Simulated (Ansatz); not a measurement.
Runs of Ansatz 0.2.0 on ZnS. The structure is cubic, space group F-43m (No. 216). The conventional cell has a = 5.404 Å, b = 5.404 Å, c = 5.404 Å, α = 90.00°, β = 90.00°, γ = 90.00°. Around Zn (site symmetry -43m) lie 4 S at 2.34 Å. Around S (site symmetry -43m) lie 4 Zn at 2.34 Å. 

```tsv
task	level	potentials or basis	cell	k mesh	cutoff (eV)	basis error allowed	gap on the mesh (eV)	pressure (GPa)	relaxed volume (Å³/atom)
phonons	LDA	all-electron LAPW, scalar-relativistic	as given	7 × 7 × 7	304	0.001 eV/atom	1.86	-	-
band structure	RPBE	all-electron LAPW, scalar-relativistic	as given	9 × 9 × 9	280	0.001 eV/atom	2.29	4.2	-
band structure	LDA	all-electron LAPW, scalar-relativistic	as given	9 × 9 × 9	281	0.001 eV/atom	1.86	(a)	-
relaxation of cell and atoms	BLYP+D3(BJ)	all-electron LAPW, scalar-relativistic	relaxed	9 × 9 × 9	-	0.001 eV/atom	2.14	0.0	19.52
relaxation of cell and atoms	revPBE	all-electron LAPW, scalar-relativistic	relaxed	9 × 9 × 9	-	0.001 eV/atom	(b)	0.0	20.72
single point	HSE06	all-electron PAW datasets made for the crystal	as given	6 × 6 × 6	310	-	3.34	-	-
single point	PBE	all-electron PAW datasets made for the crystal	as given	6 × 6 × 6	280	-	2.11	1.6	-
```

Alike in all rows: no spin polarisation; smearing fermi-dirac 0.05 eV.

Problem. Estimate the missing entries.

Solution. (a) -4.5; (b) 2.03.

Caveats: an odd mesh through Γ misses points on the zone boundary, where band edges often lie (some runs).

Not every run made on this cell is shown here.
